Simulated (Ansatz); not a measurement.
Ag:

```
Ag
1.0
     2.93000    0.00000    0.00000
    -1.46500    2.53745    0.00000
     0.00000    0.00000    4.79000
Ag
2
Direct
  0.66667 0.33333 0.75000
  0.33333 0.66667 0.25000
```

This isn't the form of Ag at room conditions, which is fcc.

```yaml
Program: Ansatz 0.2.0
Task: single point
Functional: PBE
Potentials_or_basis: Ansatz PAW
Cutoff: "420 eV (not typed: the program's choice for these potentials)"
k_mesh: 10 × 10 × 6
Occupations: fermi-dirac, width 0.05 eV
Spin: no spin polarisation
```

On this cell: pressure 0.6 GPa; largest force under 0.003 eV/Å; band gap on the k mesh none (metal or under the smearing width).

The same run follows on a disturbed copy (atoms moved at random, drawn with an rms of 0.05 Å):

```
Ag
1.0
     2.93000    0.00000    0.00000
    -1.46500    2.53745    0.00000
     0.00000    0.00000    4.79000
Ag
2
Cartesian
  1.4937 0.8883 3.5776
  0.0046 1.7069 1.2002
```

What changes?

The energy (extrapolated to zero smearing) moves by +0.7 meV/atom; pressure 0.6 GPa; largest force 0.097 eV/Å; band gap on the k mesh none (metal or under the smearing width).

Forces on the atoms (eV/Å):
```
Ag  -0.022 -0.023  0.091
Ag   0.022  0.023 -0.091
```

Stress tensor (GPa, compression positive):
```
 0.98  0.15 -0.02
 0.15  0.66 -0.02
-0.02 -0.02  0.23
```
